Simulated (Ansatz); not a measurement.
Ge:

```
Ge
1.0
     1.39715   -2.60052    0.00000
     1.39715    2.60052    0.00000
     0.00000    0.00000    2.69823
Ge
1
Direct
  0.50000 0.50000 0.00000
```

This isn't the form of Ge at room conditions, which is diamond.

* Program: Ansatz 0.2.0
* Task: relaxation of cell and atoms
* Functional: PBE
* Potentials or basis: Ansatz PAW
* Cutoff: 420 eV (not typed: the program's choice for these potentials)
* k mesh: 11 × 11 × 10
* Occupations: fermi-dirac, width 0.05 eV
* Spin: no spin polarisation

At the start: volume 19.61 Å³/atom.

**Question.** Where does the relaxation end?

**Answer.** It ends after 7 steps and the volume is 19.40 Å³/atom (-1.1 %); space group Cmmm (No. 65, to 0.05 Å).

Step by step:
| step | energy change (eV) | largest force (eV/Å) | volume (Å³) |
| --- | --- | --- | --- |
| 1 | 0.0000 | 0.0000 | 19.61 |
| 2 | -0.0047 | 0.0000 | 19.26 |
| 3 | -0.0052 | 0.0000 | 19.42 |
| 4 | -0.0053 | 0.0000 | 19.40 |
| 5 | -0.0054 | 0.0000 | 19.40 |
| 6 | -0.0054 | 0.0000 | 19.40 |
| 7 | -0.0053 | 0.0000 | 19.40 |

Final structure:
```
Ge
1.0
     1.42363   -2.50676    0.00000
     1.42363    2.50676    0.00000
     0.00000    0.00000    2.71739
Ge
1
Direct
  0.50000 0.50000 0.00000
```

Caveat: the plane-wave basis is chosen anew once the cell has moved, so the energies of steps on either side of that aren't comparable.
